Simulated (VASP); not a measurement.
# InSe in VASP: further runs

The runs below take InSe through single point, with PBE.

All numbers are computed with VASP 6.6.1; they aren't measurements. Logs are shortened: lines on timing, memory, paths and dates and some standing lists are left out, and cuts for length are marked.

## (1) Starting point

The cell holds a slab with vacuum, 2 atoms: a = 4.050 Å, b = 4.050 Å, c = 18.931 Å, α = 90.00°, β = 90.00°, γ = 120.00°.

## (2) Single point, PBE

INCAR

```
ALGO = Normal
DIPOL = 0.5 0.5 0.500
EDIFF = 1E-7
ENCUT = 600
GGA = PE
IDIPOL = 3
ISIF = 2
ISMEAR = 0
LASPH = T
LCHARG = F
LDIPOL = T
LREAL = F
LVACPOTAV = T
LVHAR = T
LWAVE = F
NBANDS = 20
NELM = 120
PREC = Accurate
SIGMA = 0.05
```

KPOINTS

```
k-points
0
Gamma
  8 8 1
```

POSCAR

```
InSe
1.0
    4.0500000000      0.0000000000      0.0000000000
   -2.0250000000      3.5074028900      0.0000000000
    0.0000000000      0.0000000000     18.9311500000
In Se
1 1
Direct
    0.3333333333      0.6666666667      0.4754069351
    0.6666666667      0.3333333333      0.5245930649
```

Potentials or basis: VASP PAW PBE potentials, release 64 (In_d, Se).

Command:

```
$ cat potpaw_PBE.64/In_d/POTCAR potpaw_PBE.64/Se/POTCAR > POTCAR
$ mpirun -np 1 vasp_std > vasp.out
```

OUTCAR:

```text
EDIFF = 1E-7
   ENCUT = 600
   GGA = PE
   ISIF = 2
   ISMEAR = 0
   LASPH = T
   LREAL = F
   NELM = 120
   PREC = Accurate

 Found     10 irreducible k-points:

 Following reciprocal coordinates:
            Coordinates               Weight
  0.000000  0.000000  0.000000      1.000000
  0.125000  0.000000  0.000000      6.000000
  0.250000  0.000000  0.000000      6.000000
  0.375000 -0.000000  0.000000      6.000000
  0.500000  0.000000  0.000000      3.000000
  0.125000  0.125000  0.000000      6.000000
   k-points           NKPTS =     10   k-points in BZ     NKDIM =     10   number of bands    NBANDS=     20
   number of dos      NEDOS =    301   number of ions     NIONS =      2
   total plane-waves  NPLWV = 163840
   dimension x,y,z NGX =    32 NGY =   32 NGZ =  160
   dimension x,y,z NGXF=    64 NGYF=   64 NGZF=  320
   ions per type =               1   1
   NGX,Y,Z   is equivalent  to a cutoff of  13.14, 13.14, 14.05 a.u.
   NGXF,Y,Z  is equivalent  to a cutoff of  26.27, 26.27, 28.10 a.u.
 SYSTEM =  unknown system
   PREC   = accura    normal or accurate (medium, high low for compatibility)
   ISTART =      0    job   : 0-new  1-cont  2-samecut
   ICHARG =      2    charge: 1-file 2-atom 10-const
   ISPIN  =      1    spin polarized calculation?
   LNONCOLLINEAR =      F non collinear calculations
   LSORBIT =      F    spin-orbit coupling
   LASPH  =      T    aspherical Exc in radial PAW
   ENCUT  =  600.0 eV  44.10 Ry    6.64 a.u.   8.09  8.09 37.81*2*pi/ulx,y,z
   NELM   =    120;   NELMIN=  2; NELMDL= -5     # of ELM steps
   EDIFF  = 0.1E-06   stopping-criterion for ELM
   LREAL  =      F    real-space projection
   EDIFFG = 0.1E-05   stopping-criterion for IOM
   NSW    =      0    number of steps for IOM
   IBRION =     -1    ionic relax: 0-MD 1-quasi-New 2-CG
   NFREE  =      0    steps in history (QN), initial steepest desc. (CG)
   ISIF   =      2    stress and relaxation
   ISYM   =      2    0-nonsym 1-usesym 2-fastsym
   POTIM  = 0.5000    time-step for ionic-motion
   TEBEG  =    0.0;   TEEND  =   0.0 temperature during run
   PSTRESS=    0.0 pullay stress
   NELECT =      19.0000    total number of electrons
   NUPDOWN=      -1.0000    fix difference up-down
   EMIN   =  10.00;   EMAX   =-10.00  energy-range for DOS
   EFERMI =   0.00;   METHOD = LEGACY
   ISMEAR =     0;   SIGMA  =   0.05  broadening in eV -4-tet -1-fermi 0-gaus
   EFERMI_NEDOS =   21; number of points for ismear=-14 and -15
   IALGO  =     38    algorithm
   IMIX   =      4    mixing-type and parameters
     AMIX     =   0.40;   BMIX     =  1.00
     AMIX_MAG =   1.60;   BMIX_MAG =  1.00
  volume/ion in A,a.u.               =     134.46       907.37
  Fermi-wavevector in a.u.,A,eV,Ry     =   0.676789  1.278946  6.232063  0.458044
  Thomas-Fermi vector in A             =   1.754206
   LORBIT       =      0    0 simple, 1 ext, 2 COOP (PROOUT), +10 PAW based schemes
   GGA     = PE    functional components
   LHFCALC =     F    Hartree Fock is set to
   AEXX    =    0.0000 exact exchange contribution
   IVDW    =     0    specifies the selected vdW correction
   LEPSILON=     F    determine dielectric tensor
   LRPA    =     F    only Hartree local field effects (RPA)
 non-spin polarized calculation
 Gauss-broadening in eV      SIGMA  =   0.05
  energy-cutoff  :      600.00
  volume of cell :      268.92
 maximum number of plane-waves:      9008
   NGX = 17   NGY = 17   NGZ = 75

 number of electron      19.0000004 magnetization

 dipolmoment           0.000000      0.000000      0.038780 electrons x Angstroem

 Free energy of the ion-electron system (eV)
  ---------------------------------------------------
  ext. energy  EPLUGINS =         0.00000000
  ---------------------------------------------------
  free energy    TOTEN  =        -5.67289434 eV

  energy without entropy =       -5.66937589  energy(sigma->0) =       -5.67113512

 E-fermi :  -2.1205     XC(G=0):  -2.5348

 val. band max:       -2.1344673757   @ k =   0.3750   0.2500   0.0000
 cond. band min:      -2.0546676189   @ k =   0.2500   0.2500   0.0000
 fundamental gap:      0.0797997568
 Fermi energy:        -2.1204551209

 k-point     1 :       0.0000    0.0000    0.0000
  band No.  band energies     occupation
      1     -17.5752      2.00000
      2     -17.3469      2.00000
      3     -17.3469      2.00000
      4     -17.1576      2.00000
      5     -17.1576      2.00000
      6     -16.3518      2.00000
[... 12 lines left out ...]
     19       5.9080      0.00000
     20       6.0537      0.00000

 k-point     2 :       0.1250    0.0000    0.0000
  band No.  band energies     occupation
      1     -17.6571      2.00000
      2     -17.3353      2.00000
      3     -17.2940      2.00000
      4     -17.1639      2.00000
      5     -17.1563      2.00000
      6     -16.2035      2.00000
[... 12 lines left out ...]
     19       6.0037      0.00000
     20       6.1751      0.00000

 k-point     3 :       0.2500    0.0000    0.0000
  band No.  band energies     occupation
      1     -17.7833      2.00000
      2     -17.3094      2.00000
      3     -17.2311      2.00000
      4     -17.1731      2.00000
      5     -17.1507      2.00000
      6     -15.8243      2.00000
[... 12 lines left out ...]
     19       5.4851      0.00000
     20       6.4863      0.00000

 k-point     4 :       0.3750   -0.0000    0.0000
  band No.  band energies     occupation
      1     -17.8742      2.00000
      2     -17.2877      2.00000
      3     -17.2124      2.00000
      4     -17.1614      2.00000
      5     -17.1402      2.00000
      6     -15.3896      2.00000
[... 12 lines left out ...]
     19       5.3564      0.00000
     20       5.9365      0.00000

 k-point     5 :       0.5000    0.0000    0.0000
  band No.  band energies     occupation
      1     -17.9067      2.00000
      2     -17.2802      2.00000
      3     -17.2138      2.00000
      4     -17.1502      2.00000
      5     -17.1341      2.00000
      6     -15.1822      2.00000
[... 12 lines left out ...]
     19       5.3867      0.00000
     20       6.0158      0.00000

 k-point     6 :       0.1250    0.1250    0.0000
  band No.  band energies     occupation
      1     -17.7505      2.00000
      2     -17.3188      2.00000
      3     -17.2431      2.00000
      4     -17.1725      2.00000
      5     -17.1526      2.00000
      6     -15.9394      2.00000
[... 12 lines left out ...]
     19       5.4980      0.00000
     20       6.2346      0.00000

 [... further k-points ...]

------------------------ aborting loop because EDIFF is reached ----------------------------------------

  FORCE on cell =-STRESS in cart. coord.  units (eV):
  Direction    XX          YY          ZZ          XY          YZ          ZX
  --------------------------------------------------------------------------------------
  -------------------------------------------------------------------------------------
  Total        4.8579364      4.8579364      1.7261830      0.0000000      0.0000000      0.0000000
  in kB       28.9430793     28.9430794     10.2844183      0.0000000      0.0000000      0.0000000
  external PRESSURE =      22.7235257 kB  Pullay stress =       0.0000000 kB

 VOLUME and BASIS-vectors are now :
 -----------------------------------------------------------------------------
  energy-cutoff  :      600.00
  volume of cell :      268.92
      direct lattice vectors                 reciprocal lattice vectors
     4.050000000  0.000000000  0.000000000     0.246913580  0.142555622  0.000000000
    -2.025000000  3.507402890  0.000000000     0.000000000  0.285111244  0.000000000
     0.000000000  0.000000000 18.931150000     0.000000000  0.000000000  0.052822993

 POSITION                                       TOTAL-FORCE (eV/Angst)
 -----------------------------------------------------------------------------------
     -0.00000      2.33827      9.00000         0.000000     -0.000000     -1.857487
      2.02500      1.16913      9.93115        -0.000000      0.000000      1.857487
 -----------------------------------------------------------------------------------
    total drift:                               -0.000000      0.000000     -0.000532

  FREE ENERGIE OF THE ION-ELECTRON SYSTEM (eV)
  ---------------------------------------------------
  free  energy   TOTEN  =        -5.6728943365 eV

  energy  without entropy=       -5.6693758941  energy(sigma->0) =       -5.67113512

 vacuum level on the upper side and lower side of the slab         2.199         1.705
```

Wall time 1.9 min (1 thread of Intel Xeon Platinum 8488C (Sapphire Rapids), shared host); peak memory 0.45 GiB.

These settings aren't checked as converged: the numbers below hold their error.

What came out:

* Free energy: -5.6729 eV
* Largest force: 1.857 eV/Å
* Band gap on the k mesh: none (metal or under the smearing width)
* Work function of the upper face: 4.32 eV
* Work function of the lower face: 3.83 eV

## (3) Single point, PBE

Changes to INCAR since step 2:

```diff
@@ -3,3 +3,3 @@
 EDIFF = 1E-7
-ENCUT = 600
+ENCUT = 750
 GGA = PE
```

KPOINTS is that of step 2.

POSCAR is that of step 2.

Potentials or basis: VASP PAW PBE potentials, release 64 (In_d, Se).

Command:

```
$ cat potpaw_PBE.64/In_d/POTCAR potpaw_PBE.64/Se/POTCAR > POTCAR
$ mpirun -np 1 vasp_std > vasp.out
```

OUTCAR:

```text
EDIFF = 1E-7
   ENCUT = 750
   GGA = PE
   ISIF = 2
   ISMEAR = 0
   LASPH = T
   LREAL = F
   NELM = 120
   PREC = Accurate

 Found     10 irreducible k-points:

 Following reciprocal coordinates:
            Coordinates               Weight
  0.000000  0.000000  0.000000      1.000000
  0.125000  0.000000  0.000000      6.000000
  0.250000  0.000000  0.000000      6.000000
  0.375000 -0.000000  0.000000      6.000000
  0.500000  0.000000  0.000000      3.000000
  0.125000  0.125000  0.000000      6.000000
   k-points           NKPTS =     10   k-points in BZ     NKDIM =     10   number of bands    NBANDS=     20
   number of dos      NEDOS =    301   number of ions     NIONS =      2
   total plane-waves  NPLWV = 233280
   dimension x,y,z NGX =    36 NGY =   36 NGZ =  180
   dimension x,y,z NGXF=    72 NGYF=   72 NGZF=  360
   ions per type =               1   1
   NGX,Y,Z   is equivalent  to a cutoff of  14.78, 14.78, 15.81 a.u.
   NGXF,Y,Z  is equivalent  to a cutoff of  29.55, 29.55, 31.61 a.u.
 SYSTEM =  unknown system
   PREC   = accura    normal or accurate (medium, high low for compatibility)
   ISTART =      0    job   : 0-new  1-cont  2-samecut
   ICHARG =      2    charge: 1-file 2-atom 10-const
   ISPIN  =      1    spin polarized calculation?
   LNONCOLLINEAR =      F non collinear calculations
[... 56 lines left out ...]

 val. band max:       -2.1344763606   @ k =   0.3750   0.2500   0.0000
 cond. band min:      -2.0546759749   @ k =   0.2500   0.2500   0.0000
 fundamental gap:      0.0798003857
 Fermi energy:        -2.1204640273

 k-point     1 :       0.0000    0.0000    0.0000
  band No.  band energies     occupation
      1     -17.5752      2.00000
      2     -17.3470      2.00000
      3     -17.3470      2.00000
      4     -17.1576      2.00000
      5     -17.1576      2.00000
      6     -16.3518      2.00000
[... 127 lines left out ...]
     19       5.5000      0.00000
     20       6.2402      0.00000

 [... further k-points ...]

------------------------ aborting loop because EDIFF is reached ----------------------------------------

  FORCE on cell =-STRESS in cart. coord.  units (eV):
  Direction    XX          YY          ZZ          XY          YZ          ZX
  --------------------------------------------------------------------------------------
  -------------------------------------------------------------------------------------
  Total        4.8589584      4.8589584      1.7275769     -0.0000000     -0.0000000      0.0000000
  in kB       28.9491680     28.9491681     10.2927231     -0.0000000     -0.0000000      0.0000000
  external PRESSURE =      22.7303531 kB  Pullay stress =       0.0000000 kB

 VOLUME and BASIS-vectors are now :
 -----------------------------------------------------------------------------
  energy-cutoff  :      750.00
  volume of cell :      268.92
      direct lattice vectors                 reciprocal lattice vectors
     4.050000000  0.000000000  0.000000000     0.246913580  0.142555622  0.000000000
    -2.025000000  3.507402890  0.000000000     0.000000000  0.285111244  0.000000000
     0.000000000  0.000000000 18.931150000     0.000000000  0.000000000  0.052822993

 POSITION                                       TOTAL-FORCE (eV/Angst)
 -----------------------------------------------------------------------------------
     -0.00000      2.33827      9.00000         0.000000     -0.000000     -1.857220
      2.02500      1.16913      9.93115        -0.000000      0.000000      1.857220
 -----------------------------------------------------------------------------------
    total drift:                               -0.000000      0.000000     -0.000288

  FREE ENERGIE OF THE ION-ELECTRON SYSTEM (eV)
  ---------------------------------------------------
  free  energy   TOTEN  =        -5.6729617029 eV

  energy  without entropy=       -5.6694433286  energy(sigma->0) =       -5.67120252

 vacuum level on the upper side and lower side of the slab         2.199         1.705
```

OSZICAR:

```text
N       E                     dE             d eps       ncg     rms          rms(c)
DAV:   1     0.157299702892E+03    0.15730E+03   -0.80113E+03   400   0.889E+02
DAV:   2     0.115829124508E+02   -0.14572E+03   -0.14020E+03   472   0.207E+02
DAV:   3    -0.523955718170E+01   -0.16822E+02   -0.16620E+02   484   0.784E+01
[... 17 lines left out ...]
DAV:  21    -0.567296026010E+01   -0.93884E-06   -0.15026E-08   376   0.333E-04    0.366E-04
DAV:  22    -0.567296144895E+01   -0.11888E-05   -0.56091E-08   340   0.661E-04    0.306E-04
DAV:  23    -0.567296157333E+01   -0.12438E-06   -0.17834E-09   364   0.201E-04    0.253E-04
DAV:  24    -0.567296168549E+01   -0.11216E-06   -0.19026E-09   336   0.174E-04    0.211E-05
DAV:  25    -0.567296170291E+01   -0.17415E-07    0.24895E-10   376   0.136E-04
   1 F= -.56729617E+01 E0= -.56712025E+01  d E =-.351837E-02
```

stdout:

```text
POSCAR found type information on POSCAR InSe
 POSCAR found :  2 types and       2 ions
 scaLAPACK will be used
 LDA part: xc-table for (Slater+PW92), standard interpolation
 POSCAR, INCAR and KPOINTS ok, starting setup
 FFT: planning ... GRIDC
 FFT: planning ... GRID_SOFT
 FFT: planning ... GRID
 WAVECAR not read
 entering main loop
 -----------------------------------------------------------------------------
|                                                                             |
|           W    W    AA    RRRRR   N    N  II  N    N   GGGG   !!!           |
|           W    W   A  A   R    R  NN   N  II  NN   N  G    G  !!!           |
|           W    W  A    A  R    R  N N  N  II  N N  N  G       !!!           |
|           W WW W  AAAAAA  RRRRR   N  N N  II  N  N N  G  GGG   !            |
|           WW  WW  A    A  R   R   N   NN  II  N   NN  G    G                |
|           W    W  A    A  R    R  N    N  II  N    N   GGGG   !!!           |
|                                                                             |
|     Did not find any points to average over, which means that no vacuum     |
|     field-free region was found. Please increase the size of  your cell     |
|     in the dimension of the dipole correction to obtain accurate            |
|     workfunction values.                                                    |
|                                                                             |
 -----------------------------------------------------------------------------
```

It took 2.9 min on 1 thread of Intel Xeon Platinum 8488C (Sapphire Rapids), shared host; peak memory 0.53 GiB.

These settings aren't checked as converged: the numbers below hold their error.

Results:

```
Free energy                     : -5.6730 eV
Largest force                   : 1.857 eV/Å
Band gap on the k mesh          : none (metal or under the smearing width)
Work function of the upper face : 4.32 eV
Work function of the lower face : 3.83 eV
```
